A plane-wave calculation builds each orbital from waves up to a chosen kinetic energy, the wave cutoff. A low cutoff admits only long waves, which draw a compact orbital too blurred. The table follows cubic HfO₂ in a fixed cell as that limit rises. The wave cutoff in eV stands under "sweep value"; the density cutoff is always four times as large.

SIRIUS 7.12.0, plane-wave DFT with PBE and SG15 1.2 pseudopotentials, for cubic HfO₂ (Fm-3m, 3 atoms per cell) at fixed geometry, without spin polarisation or spin–orbit coupling. All runs use an 8×8×8 k mesh and Gaussian smearing of 0.05 eV. Free energies and force errors are taken relative to the run at the 1946.2 eV wave cutoff.

| sweep density cutoff (eV) | sweep value | energy less tightest (meV/atom) | pressure (GPa) | gap (eV) | force miss (eV/Å) |
| --- | --- | --- | --- | --- | --- |
| 1152 | 287.9 | 64989.5 | -2253.7 | 0.900 | 0.000 |
| 1658 | 414.6 | 12181.0 | -649.6 | 3.018 | 0.000 |
| 2257 | 564.3 | 2244.2 | -115.0 | 3.753 | 0.000 |
| 2948 | 737 | 420.6 | -34.1 | 3.716 | 0.000 |
| 3731 | 932.8 | 39.6 | -8.1 | 3.687 | 0.000 |
| 4606 | 1151.6 | 1.8 | -3.2 | 3.681 | 0.000 |
| 6092 | 1523 | 0.3 | -3.2 | 3.681 | 0.000 |
| 7785 | 1946.2 | 0.0 | -3.1 | 3.682 | 0.000 |

## 1. Why is the energy always too high at a low cutoff?

The calculation looks for the lowest energy that its set of waves allows. A larger set contains every orbital of the smaller one and adds new ones, so the minimum can only stay or drop. The column "energy less tightest", counted from the run at 1946.2 eV, does fall at every step. The density cutoff is just high enough to hold the product of any two orbitals, so it keeps pace with the growing set.

## 2. What decides how high the cutoff must be?

The most compact orbital decides. The shortest wave in the set measures 0.72 Å at 287.9 eV and 0.36 Å at 1151.6 eV, and only the latter follows the most compact orbitals well, even though the pseudopotentials have smoothed them close to the nuclei. Two shells are candidates. Oxygen 2p is compact because no inner p shell pushes it outwards. Hafnium 4f has no inner f shell either, and it feels a much stronger nuclear pull. The pseudopotential used here keeps the 4f electrons: the total energy of −6963 eV per cell is far lower than the other valence electrons could make it. Hafnium is therefore expected to set the cutoff, though no run separates the two elements. In a sulfide the 3p shell of the anion would be softer, yet the cutoff could probably not be lowered much.

## 3. Why does an oxide at rest seem to be under enormous tension?

At 737 eV the pressure is −34.1 GPa, where the minus sign means that the cell wants to shrink. Most of this is an artefact known as Pulay stress. The pressure is worked out for a fixed set of waves, and when the cell is squeezed these waves become shorter. The squeezed crystal is thus described by a better basis, its energy drops, and the program reports a pull inwards. A cell relaxed at such a cutoff would come out too small.

## 4. How large should this false pressure be?

Let $E$ be the energy per atom, $V$ the volume per atom and $E_c$ the wave cutoff. A fixed set of waves means that $E_c$ grows as $V^{-2/3}$ under compression, which adds

$$P_\text{false}=\frac{2}{3V}\,\frac{dE}{d\ln E_c}$$

to the pressure. For 737 eV, the energy errors of the two neighbouring rows give a logarithmic slope of $\ln(39.6/2244.2)/\ln(932.8/564.3)=-8.03$. Multiplied by the row's own error of 0.4206 eV, this makes $dE/d\ln E_c=-3.38$ eV. With $V=11.15$ Å³ and 1 eV/Å³ = 160.2 GPa, the false pressure is about −32 GPa.

The computed pressure at 737 eV lies 31 GPa below that of the tightest run. The estimate uses energies alone, so this agreement links two separate columns. From 414.6 to 932.8 eV it stays within about 12% of the computed excess. At 1151.6 eV it is too large by a factor of two. The fall of the energy slows abruptly there, which makes a slope taken across both neighbours unreliable, and the excess itself is below 0.1 GPa. The printed output below lists all five rows.

## 5. Why is the gap ready before the energy?

At 932.8 eV the energy is still 119 meV per cell too high, yet the gap is within about 5 meV of its final value. The total energy collects the errors of all occupied orbitals, including compact inner shells that take no part in the gap. The gap is a difference between only two orbital energies, whose errors can also cancel in part; how much each reason contributes is untested here. A difference has no duty to converge from one side: the gap starts at 0.900 eV, overshoots to 3.753 eV and settles at 3.68 eV. That value is converged with respect to the cutoff, but it does not predict the measured gap, because PBE is known to make gaps too small.

## 6. Do the zeros under "force miss" show that forces converge first?

They show only symmetry. Each atom sits at a site where the pulls of its neighbours cancel exactly, so the force vanishes even at 287.9 eV, where the energy is wrong by 65 eV per atom. A test of forces needs a structure with an atom moved off its site.

## 7. Which cutoff is enough, and which digits can be trusted?

That depends on the quantity wanted. For the gap 932.8 eV will do, while the pressure needs 1151.6 eV, where it lies within 0.1 GPa of the tightest run. Among the listed cutoffs, a total energy good to 1 meV per atom takes 1523 eV and about half as many waves again. Energy differences between structures of the same composition, computed at the same cutoff, usually converge sooner, because much of the error belongs to the atoms themselves and cancels. The last two steps in cutoff each move the pressure by 0.04 to 0.05 GPa without shrinking, so its first decimal may still change by one. The remaining −3.1 GPa is therefore mostly not an artefact of the cutoff: with PBE and these pseudopotentials, the crystal prefers a somewhat smaller cell than this fixed one.

The analysis program printed:

```
Convergence with wave cutoff:
   row  wave cutoff eV  sphere radius 1/A  error left from previous row %  pressure less tightest GPa  pressure step GPa  gap less tightest meV
  1152           287.9              8.693                             n/a                       -2251                n/a                  -2781
  1658           414.6              10.43                           18.74                      -646.5               1604                 -663.5
  2257           564.3              12.17                           18.42                      -111.9              534.6                  71.16
  2948             737              13.91                           18.74                      -30.98              80.95                  34.67
  3731           932.8              15.65                           9.427                       -4.99              25.99                  5.126
  4606            1152              17.39                           4.553                    -0.08544              4.904                 -0.328
  6092            1523              19.99                           19.32                    -0.04515            0.04029                 -0.099
  7785            1946               22.6                               0                           0            0.04515                      0
Estimated false pressure at wave cutoff 414.6 eV, GPa: -583.6
Estimated false pressure at wave cutoff 564.3 eV, GPa: -125.8
Estimated false pressure at wave cutoff 737 eV, GPa: -32.36
Estimated false pressure at wave cutoff 932.8 eV, GPa: -4.639
Estimated false pressure at wave cutoff 1151.6 eV, GPa: -0.167
Estimate over computed excess at 414.6 eV, ratio: 0.9027
Estimate over computed excess at 564.3 eV, ratio: 1.124
Estimate over computed excess at 737 eV, ratio: 1.045
Estimate over computed excess at 932.8 eV, ratio: 0.9298
Estimate over computed excess at 1151.6 eV, ratio: 1.955
Shortest wavelength in the basis at 287.9 eV, angstrom: 0.7228
Shortest wavelength in the basis at 1151.6 eV, angstrom: 0.3614
Energy error per cell of three atoms at 932.8 eV, meV: 119
Number of plane waves at 1523 eV over that at 1151.6 eV, ratio: 1.521
Number of plane waves at 1523 eV over that at 932.8 eV, ratio: 2.086
```
